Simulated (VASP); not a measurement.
ScAl3:

```
CELL_PARAMETERS angstrom
4.08781 0.00000 0.00000
0.00000 4.08781 0.00000
0.00000 0.00000 4.08781
ATOMIC_POSITIONS crystal
Sc 0.00000 0.00000 0.00000
Al 0.50000 0.50000 0.00000
Al 0.00000 0.50000 0.50000
Al 0.50000 0.00000 0.50000
```

The cell is a database's computed one.

| Item | Value |
| --- | --- |
| Program | VASP 6.6.1 |
| Task | relaxation of cell and atoms |
| Functional | vdW-DF2 |
| Potentials or basis | VASP PAW PBE potentials, release 64 (Sc_sv, Al) |
| Cutoff | 600 eV |
| k mesh | 7 × 7 × 7 |
| Occupations | fermi-dirac, width 0.05 eV |
| Spin | no spin polarisation |

At the start: pressure 3.1 GPa; volume 17.08 Å³/atom.

Question: Where does the relaxation end?

Answer: Over 3 steps the energy falls by 5.9 meV/atom and the volume is 17.71 Å³/atom (+3.7 %); space group Pm-3m (No. 221, to 0.05 Å).

Step by step:
```tsv
step	energy change (eV)	largest force (eV/Å)	pressure (GPa)	volume (Å³)
1	0.0000	0.0000	3.09	68.31
2	-0.0213	0.0000	-0.85	71.62
3	-0.0235	0.0000	0.00	70.82
```

Final structure:
```xyz
4
Lattice="4.1373 0.0000 0.0000 0.0000 4.1373 0.0000 0.0000 0.0000 4.1373" Properties=species:S:1:pos:R:3 pbc="T T T"
Sc    0.0000    0.0000    0.0000
Al    2.0687    2.0687    0.0000
Al    0.0000    2.0687    2.0687
Al    2.0687    0.0000    2.0687
```

Caveat: the PAW data sets were made with another functional, which shifts forces and pressure a little.
